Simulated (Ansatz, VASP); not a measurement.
# InSb (honeycomb InSb, 2 layers, AA' stacking) in two plane-wave programs

Wanted: the spread between two codes on one cell, functional and k mesh. Of the first pair: The structure shown is the start of the Ansatz relaxation below; VASP solves that cell, so the two are compared at the walk's first step.

Main program and level: Ansatz 0.2.0; plane waves, with VASP 6.6.1 beside it; single point at PBE with D3(BJ).

**1. The starting structure**

The cell holds 4 atoms: 2 Sb and 2 In. Its edges and angles: a = 4.650 Å, b = 4.650 Å, c = 21.800 Å, α = 90.0°, β = 90.0°, γ = 120.0°. Vacuum lies along c.

As a file:

```cif
data_structure
_symmetry_space_group_name_H-M 'P 1'
_symmetry_Int_Tables_number 1
_cell_length_a 4.6500
_cell_length_b 4.6500
_cell_length_c 21.8000
_cell_angle_alpha 90.000
_cell_angle_beta 90.000
_cell_angle_gamma 120.000
_cell_volume 408.22
loop_
_atom_site_label
_atom_site_type_symbol
_atom_site_fract_x
_atom_site_fract_y
_atom_site_fract_z
_atom_site_occupancy
Sb1 Sb 0.66667 0.33333 0.38991 1
Sb2 Sb 0.33333 0.66667 0.57569 1
In3 In 0.33333 0.66667 0.42431 1
In4 In 0.66667 0.33333 0.61009 1
```

**2. Ansatz: relaxation, PBE with D3(BJ)**

Ansatz runs on its default PAW (the set named soft_2) files.

The two programs are compared at the cell with which this relaxation starts, whose forces are those of its first step.

File input.yaml:

```yaml
crystal:
  lattice:
    - [4.65, 0.0, 0.0]
    - [-2.325, 4.0270181276, 0.0]
    - [0.0, 0.0, 21.8]
  atoms:
    - { symbol: Sb, position: [0.6666666667, 0.3333333333, 0.3899082569] }
    - { symbol: In, position: [0.3333333333, 0.6666666667, 0.4243119266] }
    - { symbol: Sb, position: [0.3333333333, 0.6666666667, 0.5756880734] }
    - { symbol: In, position: [0.6666666667, 0.3333333333, 0.6100917431] }
kpoints:
  mp_grid: { grid: [6, 6, 1] }
hamiltonian:
  xc: pbe
  dispersion: d3bj
scf:
  occupations: { method: fermi_dirac, width: 0.05 }
  convergence: { dr2_threshold: 1.0e-08 }
efield:
  axis: 3
  dipole_correction: true
  ramp_position: 0.97
  ramp_width: 0.04
relax:
  f_tol: 0.01
  cell: { fix: [c, alpha, beta] }
output:
  write_potential: true
  write_density: true
  volumetric_format: npy
```

On the command line:

```
> ansatz run input.yaml --threads 4 --pin off --max-ram 8192MiB --backend cpu --events-out ev --progress --plain --runs-dir out
```

Numbers of over 12 decimals in the logs are rounded to 6 here.

The log of the run:

```text
Warning: relax.cell: scf.convergence.dr2_threshold = 1e-8 eV is looser than the 4e-10 eV advised for a relaxation that steers and ends on the stress (1e-10 eV for each atom of the cell: 4). What an SCF threshold leaves in a stress goes as its square root, and in the free energy as the threshold itself, and one threshold admits the most on a small cell: [figures from the program's tests cut] Set scf.convergence.dr2_threshold to 4e-10 eV or tighter. The threshold is an SCF's pass mark: one that does not reach it within its budget of iterations ends unconverged, or closes short of it on a stop that the run arms, and scf.convergence.dr2_threshold's page says what that costs each kind of run
Engine: ansatz 0.2.0, aarch64-unknown-linux-gnu
Pseudopotentials: kind: paw
Pseudopotential: Sb, paw, valence charge 15, recommended cutoff 420 eV (normal), Sb.paw.azcp
Pseudopotential: In, paw, valence charge 13, recommended cutoff 420 eV (normal), In.paw.azcp
Functional definition: PBE
  parameter kappa = 0.804
  parameter beta = 0.066725
  exchange = pbe_x(kappa = kappa, mu = beta*pi^2/3)
  correlation = pbe_c(beta = beta)
Crystal: 4 atoms, lattice volume = 408.219 Å³
Basis set: ecut = 420 eV, 8011 PW (Γ), exchange–correlation on 64×64×300 points (8 copies of the dense FFT grid, shifted against one another)
Bands: 34, of which v1, the nominal top of the filled ones, is band 28 counted from 1 (27 counted from 0)
Symmetry: 6 space group operations
Space group: P3m1 (ITA 156), of the structure as read, at distance tolerance 7.4e-5 Å
k-points: 7 of 36 (time reversal used)
Non-local potential: Sb, projectors of the file, l = 0: 2, l = 1: 2, l = 2: 2, l = 3: 2
Non-local potential: In, projectors of the file, l = 0: 2, l = 1: 2, l = 2: 2, l = 3: 2
PAW form: soft (Blöchl's): semilocal exchange-correlation on the pseudo side does not see the compensation charge
PAW one-centre angular grid: Sb, 590 points (default); XC on 64 Gauss nodes
PAW one-centre angular grid: In, 590 points (default); XC on 64 Gauss nodes
Initial density: superposition of atomic densities (neutral atoms: chi_scale 0, normalization atom), corrected by the library's trained network
Initial wavefunctions: pseudopotential atomic-orbital guess
Functional: x = pbe(κ = 0.804, μ = 0.219515), c = pbe(β = 0.066725)
SCF iter   1: F=—  HF=-24164.710619 eV  |F-HF|=—  |Δ(HF+E_count)|=         —  Δρ=2.45e-3  dr2=4.16e-1  ethr=1.77e-3  p=0.109 e·Å  D=4.82e-2 V/Å  ΔV_dip=-1.05 eV  dr2_dipole=1.73e-1  V_vac-E_F(+/−)=3.99/5.04 eV  ⟨swp⟩=8.3  Hψ=1135  notcnv=0
efield: sawtooth ramp at fractional position 0.9700 (set: `efield.ramp_position`, or a place that a band, a saddle search or an elastic batch's reference lends), width 0.0400; the density the first Hamiltonian is built on has a dipole p = 0.109 e·Å; the dipole correction subtracts the counter field D = 4.82e-2 V/Å, which shifts the + side's vacuum level by -1.05 eV against the − side's; the planar-averaged density in the ramp window peaks in size at 1.2e-5 e/Å³
preconditioner: auto → Resta (q_TF=auto, 1.959 Å⁻¹)  ε∞=1.7  [insulator: Δε(μ)=0.429 eV  Ē_g=12.815 eV  σ=0.050 eV  W_gap=0.96  n_scr=66 (ndim 8)  ℏωp=11.0 eV  f_vac=0.611  D(μ)=0.07/eV (n_scr^D=0)  ε∞_Penn≈1.7  vacuum switching on, ρ_ref=1.2e-2 e/Å³]
SCF iter   2: F=—  HF=-24165.471649 eV  |F-HF|=—  |Δ(HF+E_count)|=   7.61e-1  Δρ=1.44e-2  dr2=1.93e1  ethr=7.43e-4  p=0.379 e·Å  D=1.68e-1 V/Å  ΔV_dip=-3.66 eV  dr2_dipole=8.69e0  V_vac-E_F(+/−)=2.37/6.03 eV  ⟨swp⟩=4.6  Hψ=534  notcnv=0  defer=6  recentre
preconditioner: auto → LDOS  [metal: Δε(μ)=0.002 eV  Ē_g=12.603 eV  σ=0.050 eV  W_gap=0.01  n_scr=66 (ndim 8)  ℏωp=11.0 eV  f_vac=0.611  D(μ)=4.27/eV (n_scr^D=8)  β→1.0]
SCF iter   3: F=—  HF=-24164.687732 eV  |F-HF|=—  |Δ(HF+E_count)|=   7.84e-1  Δρ=1.84e-3  dr2=2.56e-1  ethr=7.43e-4  p=0.125 e·Å  D=5.54e-2 V/Å  ΔV_dip=-1.21 eV  dr2_dipole=1.04e-1  V_vac-E_F(+/−)=3.88/5.08 eV  ⟨swp⟩=3.7  Hψ=434  notcnv=0  defer=2
SCF iter   4: F=—  HF=-24164.664673 eV  |F-HF|=—  |Δ(HF+E_count)|=   2.31e-2  Δρ=1.21e-3  dr2=7.76e-2  ethr=4.56e-4  p=0.151 e·Å  D=6.68e-2 V/Å  ΔV_dip=-1.46 eV  dr2_dipole=3.03e-2  V_vac-E_F(+/−)=3.71/5.17 eV  ⟨swp⟩=2.3  Hψ=308  notcnv=0  defer=5
SCF iter   5: F=—  HF=-24164.660032 eV  |F-HF|=—  |Δ(HF+E_count)|=   4.64e-3  Δρ=6.57e-4  dr2=3.02e-2  ethr=1.39e-4  p=0.183 e·Å  D=8.12e-2 V/Å  ΔV_dip=-1.77 eV  dr2_dipole=1.21e-2  V_vac-E_F(+/−)=3.46/5.23 eV  ⟨swp⟩=2.9  Hψ=285  notcnv=0  defer=5
[...]
Initial wavefunctions: pseudopotential atomic-orbital guess (no wavefunctions were taken with the density)
iter 1 solved again at ethr=1.24e-6 eV; its pass at ethr=3.10e-3 eV (dr2=6.93e-4 eV) is discarded
SCF iter   1: F=—  HF=-24164.720764 eV  |F-HF|=—  |Δ(HF+E_count)|=         —  Δρ=1.10e-5  dr2=9.30e-8  ethr=1.24e-6  p=0.180 e·Å  D=7.87e-2 V/Å  ΔV_dip=-1.72 eV  dr2_dipole=6.37e-11  V_vac-E_F(+/−)=3.45/5.16 eV  ⟨swp⟩=3.0  Hψ=1782  notcnv=0
efield: sawtooth ramp at fractional position 0.9700 (set: `efield.ramp_position`, or a place that a band, a saddle search or an elastic batch's reference lends), width 0.0400; the density the first Hamiltonian is built on has a dipole p = 0.180 e·Å; the dipole correction subtracts the counter field D = 7.87e-2 V/Å, which shifts the + side's vacuum level by -1.72 eV against the − side's; the planar-averaged density in the ramp window peaks in size at 1.5e-7 e/Å³
eigensolver tolerance schedule: the retry pair's looser diagonalisation over-reported the residual by 7456.21 of it (diagonalisation noise at an unbounded share of the residual, at the tolerance the schedule requests for it); recorded, not acted on — ethr = c·dr2/N_el stays at c = 1.0e-1
preconditioner: auto → LDOS  [insulator: Δε(μ)=0.287 eV  Ē_g=12.759 eV  σ=0.050 eV  W_gap=0.61  n_scr=66 (ndim 8)  ℏωp=11.0 eV  f_vac=0.620  D(μ)=0.83/eV (n_scr^D=4)  ε∞_Penn≈1.7  β→1.0]
SCF iter   2: F=—  HF=-24164.720815 eV  |F-HF|=—  |Δ(HF+E_count)|=   5.08e-5  Δρ=4.89e-6  dr2=6.42e-8  ethr=1.66e-10  p=0.180 e·Å  D=7.87e-2 V/Å  ΔV_dip=-1.72 eV  dr2_dipole=3.50e-10  V_vac-E_F(+/−)=3.45/5.16 eV  ⟨swp⟩=3.7  Hψ=656  notcnv=0
SCF iter   3: F=-24164.720815 eV  HF=-24164.720814 eV  |F-HF|=2.62e-7  |Δ(HF+E_count)|=   2.87e-7  Δρ=9.15e-7  dr2=3.17e-9  ethr=1.79e-11  p=0.180 e·Å  D=7.87e-2 V/Å  ΔV_dip=-1.72 eV  dr2_dipole=1.81e-10  V_vac-E_F(+/−)=3.45/5.16 eV  ⟨swp⟩=10.7  Hψ=1916  notcnv=0
SCF 6 converged in 3 iterations: F = -24164.720815 eV  dr2 = 3.17e-9
relax step   6: F+E_penalty+E_count = -24164.72081459 eV  Δ(F+E_penalty+E_count) = -3.327e-4 eV  max|allowed force component| = 4.514e-3 eV/Å  Δτ_max = 0.0000 Å  P = -0.006 GPa  Ω = 413.328 Å³  fix = [c, alpha, beta]  reactions: c -0.008 GPa  stress off target by 5.23e-3 GPa on what of the cell is left free  SCF on the basis re-selected at this cell (its energy is not comparable with the rows above)  (3 SCF iters)
basis re-selected at this cell: Δ(F+E_penalty+E_count) = -3.327e-4 eV, ΔP = -0.001 GPa vs the last step (what re-selecting the basis moved, of the pressure what is left beyond the Pulay correction that the steps carried, after the strain that the cell walked since its last selection, with what the two solves' SCF thresholds leave and, on support functions, any second-order correction that the steps lacked; it is no m [...]
WARN: The input density's exchange-correlation potential varies sharply where the density is thin. Do not read a vacuum level from v_tot or v_xc, or from such a field of the output density. On a cell that repeats whose density bears no net charge and no dipole along the vacuum's axis use v_es (v_loc + v_h of the components); under efield.dipole_correction with no amplitude use v_es + v_field, which holds any external [...]
SCF converged after 3 iterations
Free energy (F): -24164.720815 eV
Harris-Foulkes:  -24164.720814 eV  (|F-HF|=2.62e-7)
Internal energy: -24164.713864 eV  (E = F + TS)
E sigma→0 (E₀):  -24164.717339 eV
Entropy (-TS):   -0.006951 eV (-1.738 meV/atom)
Fermi energy:    -0.455992 eV
Dipole field:    D = 0.078686 V/Å  (p = 0.179735 e·Å, saw-weighted, corrected)
Work function:   Φ+ = 3.4485 eV   Φ− = 5.1639 eV
Levels:          The Fermi level and band energies are counted from a zero that moves with the ramp; work functions are not
--- Per-component energies (eV) ---
  E_band       = -958.249977
  E_kinetic    = 897.155584
  E_local      = -31810.543604  (includes V_loc(G=0)·N_el)
  E_nonlocal   = 1458.295510
  E_hartree    = 15240.434083
  E_xc         = -705.799432
  E_vxc        = -388.532131  (∫ρ·V_xc dr)
  E_paw        = -17459.642616  (= ΣΔE_a)
  E_vpaw       = -1594.671689  (= ΣTr[D̂ρ^β])
  E_aug_tail   = 0.000049  (compensation charges beyond the density's cutoff)
  E_efield     = 0.007071  (sawtooth field / dipole correction)
  E_vefield    = -0.824838  (∫n·V_field dr)
  E_ewald      = 8216.239116
  E_disp       = -0.859624  (pairwise vdW)
  E_smearing   = -0.006951  (= −TS)
  E_closure    = 0.000000  (closes the sum)
  Σ components = -24164.720815   (vs F -24164.720815, Δ=0.00e0)
--- Forces (eV/Å), atoms counted from 1 ---
  atom   1  Sb     0.00000000     0.00000000     0.00378515
  atom   2  In     0.00000000    -0.00000000    -0.00044185
  atom   3  Sb     0.00000000    -0.00000000    -0.00451202
  atom   4  In     0.00000000     0.00000000     0.00117630
  max |Σ_I F_I| component: 7.58e-6 eV/Å
--- Stress (GPa, compression-positive) ---
       -0.005226       0.000000       0.000000
        0.000000      -0.005226       0.000000
        0.000000       0.000000      -0.007873
  P = ⅓ Tr σ = -0.0061 GPa (-0.061 kbar)
--- Band table (eV; the first three rows and the last of 7) ---
  k-point 0: bands = [... 24 lower, -1.7367, -1.7367, -0.7192, -0.4323, -0.4323, 0.2724, 1.4220, 2.4265, ... 2 higher]
  k-point 1: bands = [... 24 lower, -2.3865, -2.1020, -1.1176, -0.7850, 0.2903, 0.9056, 1.8270, 2.4174, ... 2 higher]
  k-point 2: bands = [... 24 lower, -2.8560, -2.6504, -1.3158, -0.8705, -0.1150, 0.7628, 1.6637, 2.9983, ... 2 higher]
  k-point 6: bands = [... 24 lower, -4.0486, -2.7123, -2.2161, -0.9794, 0.2518, 1.9865, 2.7019, 3.4040, ... 2 higher]
--- Relaxed structure (5 steps of the walk, 5 accepted, 1 SCFs on fresh bases) ---
  F+E_penalty+E_count = -24164.72081459 eV   max|allowed force component| = 4.514e-3 eV/Å   (the final SCF, on the basis selected at the relaxed cell)
  cell:  # Å, volume = 413.3278 Å³
    - [4.679007, 0, 0]
    - [-2.339504, 4.052139, 0]
    - [0, 0, 21.8]
  atoms:
    - { symbol: Sb, position: [0.666667, 0.333333, 0.392519] }
    - { symbol: In, position: [0.333333, 0.666667, 0.432903] }
    - { symbol: Sb, position: [0.333333, 0.666667, 0.572031] }
    - { symbol: In, position: [0.666667, 0.333333, 0.602547] }
```

**3. VASP: single point, PBE with D3(BJ), start cell, pair 1**

The same cell, functional, mesh and smearing now go to VASP, with its own data sets.

Lines of VASP's logs that name or quote its potential files are left out, and so is its time.

File INCAR:

```
SYSTEM = InSb
PREC = Accurate
ENCUT = 400
EDIFF = 1E-06
NELM = 120
ISMEAR = -1
SIGMA = 0.05
LREAL = .FALSE.
ALGO = Normal
GGA = PE
IVDW = 12
NBANDS = 24
LORBIT = 11
LWAVE = .FALSE.
LCHARG = .FALSE.
ISIF = 2
LDIPOL = .TRUE.
IDIPOL = 3
DIPOL = 0.5 0.5 0.5
LVHAR = .TRUE.
LASPH = .TRUE.
GGA_COMPAT = .FALSE.
NELMDL = -8
KPAR = 2
```

File POSCAR:

```
InSb
1.0
    4.6500000000      0.0000000000      0.0000000000
   -2.3250000000      4.0270180000      0.0000000000
    0.0000000000      0.0000000000     21.8000000000
Sb In
2 2
Direct
    0.6666666253      0.3333332506      0.3899082569
    0.3333332920      0.6666665839      0.5756880734
    0.3333332920      0.6666665839      0.4243119266
    0.6666666253      0.3333332506      0.6100917431
```

File KPOINTS:

```
Automatic mesh
0
Gamma
6 6 1
0 0 0
```

PAW data sets: Sb and In_d (PBE family, release 64).

On the command line:

```
> mpirun -np 2 vasp_std
```

The log of the run:

```text
[banner, memory and clock lines left out]
running    2 mpi-ranks, on    1 nodes
 distrk:  each k-point on    1 cores,    2 groups
 distr:  one band on    1 cores,    1 groups

 POSCAR found type information on POSCAR SbIn
 POSCAR found :  2 types and       4 ions
 LDA part: xc-table for (Slater+PW92), standard interpolation
 POSCAR, INCAR and KPOINTS ok, starting setup
 FFT: planning ... GRIDC
 FFT: planning ... GRID_SOFT
 FFT: planning ... GRID
 WAVECAR not read
 entering main loop
       N       E                     dE             d eps       ncg     rms          rms(c)
DAV:   1     0.235907918495E+03    0.23591E+03   -0.12543E+04   384   0.963E+02
DAV:   2     0.616708522172E+01   -0.22974E+03   -0.22715E+03   392   0.272E+02
DAV:   3    -0.124772841177E+02   -0.18644E+02   -0.18568E+02   432   0.107E+02
DAV:   4    -0.130616174223E+02   -0.58433E+00   -0.58409E+00   448   0.235E+01
DAV:   5    -0.130888565017E+02   -0.27239E-01   -0.27239E-01   528   0.386E+00
DAV:   6    -0.130894076491E+02   -0.55115E-03   -0.55115E-03   552   0.536E-01
DAV:   7    -0.130894170239E+02   -0.93748E-05   -0.93749E-05   512   0.635E-02
DAV:   8    -0.130894174542E+02   -0.43032E-06   -0.43022E-06   448   0.124E-02    0.536E+00
DAV:   9    -0.125828200548E+02    0.50660E+00   -0.22639E+00   488   0.125E+01    0.318E+00
DAV:  10    -0.125778512380E+02    0.49688E-02   -0.92385E-01   440   0.437E+00    0.158E+00
DAV:  11    -0.125429050814E+02    0.34946E-01   -0.25187E-01   472   0.223E+00    0.424E-01
DAV:  12    -0.125422562042E+02    0.64888E-03   -0.34179E-02   408   0.151E+00    0.324E-01
DAV:  13    -0.125416180125E+02    0.63819E-03   -0.98309E-03   488   0.383E-01    0.951E-02
DAV:  14    -0.125414406680E+02    0.17734E-03   -0.18028E-03   400   0.306E-01    0.592E-02
[...]
DAV:  21    -0.125419083575E+02   -0.23876E-04   -0.45573E-06   312   0.599E-03    0.284E-03
DAV:  22    -0.125419181206E+02   -0.97630E-05   -0.14058E-06   312   0.361E-03    0.192E-03
DAV:  23    -0.125419333033E+02   -0.15183E-04   -0.63651E-07   304   0.263E-03    0.754E-04
DAV:  24    -0.125419427316E+02   -0.94283E-05   -0.47662E-07   304   0.223E-03    0.656E-04
DAV:  25    -0.125419473783E+02   -0.46467E-05   -0.28646E-07   288   0.186E-03    0.847E-04
DAV:  26    -0.125419509642E+02   -0.35858E-05   -0.16991E-07   264   0.148E-03    0.260E-04
DAV:  27    -0.125419522113E+02   -0.12472E-05   -0.44014E-08   232   0.786E-04    0.997E-05
DAV:  28    -0.125419528249E+02   -0.61357E-06   -0.19837E-08   248   0.620E-04
   1 F= -.13382735E+02 E0= -.13378056E+02  d E =-.935732E-02
```

OUTCAR, selected parts (step 3):

```text
ion  position               nearest neighbor table
   1  0.667  0.333  0.390-   3 2.79   3 2.79   3 2.79
   2  0.333  0.667  0.576-   4 2.79   4 2.79   4 2.79   3 3.30
   3  0.333  0.667  0.424-   1 2.79   1 2.79   1 2.79   2 3.30
   4  0.667  0.333  0.610-   2 2.79   2 2.79   2 2.79

  LATTYP: Found a hexagonal cell.
 ALAT       =     4.6500000000
 C/A-ratio  =     4.6881720430

 Subroutine GETGRP returns: Found  6 space group operations
 (whereof  6 operations were pure point group operations)

The static configuration has the point symmetry C_3v.

 Found      7 irreducible k-points:

   k-points           NKPTS =      7   k-points in BZ     NKDIM =      7   number of bands    NBANDS=     24

   dimension x,y,z NGX =    30 NGY =   30 NGZ =  144
   dimension x,y,z NGXF=    60 NGYF=   60 NGZF=  288

   ENCUT  =  400.0 eV  29.40 Ry    5.42 a.u.   7.58  7.58 35.55*2*pi/ulx,y,z

   NELECT =      36.0000    total number of electrons

 k-points in reciprocal lattice and weights: Automatic mesh
   0.00000000  0.00000000  0.00000000       0.028
   0.16666667  0.00000000  0.00000000       0.167
   0.33333333  0.00000000  0.00000000       0.167
   0.50000000  0.00000000  0.00000000       0.083
   0.16666667  0.16666667  0.00000000       0.167
   0.33333333  0.16666667  0.00000000       0.333
   0.33333333  0.33333333  0.00000000       0.056

 dipolmoment           0.000000      0.000000     -0.172275 electrons x Angstroem

 average (electrostatic) potential at core
       1 -92.9857       2 -93.9156       3-102.2017       4-103.0566

 E-fermi :  -1.2084

 k-point     1 :       0.0000    0.0000    0.0000
  band No.  band energies     occupation
    ...
     15      -2.2095      2.00000
     16      -2.2095      2.00000
     17      -1.2607      1.47953
     18      -1.2607      1.47952
     19      -1.2182      1.09762
     20      -0.5681      0.00001
     21       0.6796      0.00000
     22       1.9026      0.00000
     23       1.9026      0.00000
     24       2.3906      0.00000

 k-point     2 :       0.1667    0.0000    0.0000
  band No.  band energies     occupation
    ...
     14      -4.1016      2.00000
     15      -3.1851      2.00000
     16      -2.5830      2.00000
     17      -2.0008      2.00000
     18      -1.6360      1.99961
     19      -0.2158      0.00000
     20       0.3382      0.00000
     21       1.0149      0.00000
     22       1.8690      0.00000
     23       2.5115      0.00000
    ...

 k-point     3 :       0.3333    0.0000    0.0000
  band No.  band energies     occupation
    ...
     14      -5.5328      2.00000
     15      -3.4684      2.00000
     16      -3.1406      2.00000
     17      -2.1967      2.00000
     18      -1.6732      1.99982
     19      -0.6976      0.00007
     20       0.2263      0.00000
     21       0.8467      0.00000
     22       2.1235      0.00000
     23       2.7580      0.00000
    ...

 Edisp (eV)   -0.84078

  Total       0.51677     0.51677    -0.73846     0.00000     0.00000     0.00000
  in kB       2.02822     2.02822    -2.89832     0.00000     0.00000     0.00000
  external pressure =        0.39 kB  Pullay stress =        0.00 kB

  energy-cutoff  :      400.00
  volume of cell :      408.22
      direct lattice vectors                 reciprocal lattice vectors
     4.650000000  0.000000000  0.000000000     0.215053763  0.124161352  0.000000000
    -2.325000000  4.027018000  0.000000000     0.000000000  0.248322704  0.000000000
     0.000000000  0.000000000 21.800000000     0.000000000  0.000000000  0.045871560

 POSITION                                       TOTAL-FORCE (eV/Angst)
 -----------------------------------------------------------------------------------
      2.32500      1.34234      8.50000        -0.000000      0.000000     -0.204993
      0.00000      2.68468     12.55000        -0.000000      0.000000     -0.178285
      0.00000      2.68468      9.25000         0.000000     -0.000000      0.446317
      2.32500      1.34234     13.30000        -0.000000      0.000000     -0.063039
 -----------------------------------------------------------------------------------
    total drift:                               -0.000000      0.000356     -0.000005

  FREE ENERGIE OF THE ION-ELECTRON SYSTEM (eV)
  ---------------------------------------------------
  free  energy   TOTEN  =       -13.3827348390 eV

  energy  without entropy=      -13.3733775235  energy(sigma->0) =      -13.37805618

 vacuum level on the upper side and lower side of the slab         2.307         3.972

 total charge
# of ion       s       p       d       tot
------------------------------------------
    1        1.163   1.275   0.016   2.453
    2        1.166   1.274   0.018   2.458
    3        0.905   0.632   9.858  11.395
    4        0.932   0.604   9.854  11.389
--------------------------------------------------
tot          4.165   3.785  19.746  27.695

[... 3 further parts left out ...]
```

(Part 1 of 2 ends here.)

[Lines on the potential files, build, host, timing and source positions are cut from VASP's logs without a mark.]

[Logs are printed without paths, hosts, clocks, repeated set-up lines and the standing remarks that a program may print on its own settings, such as how far it seeks lower states.]

[Hosts, paths, dates, database ids (printed as entryN), source tags and the programs' standing remarks are cut or masked in the printed files.]
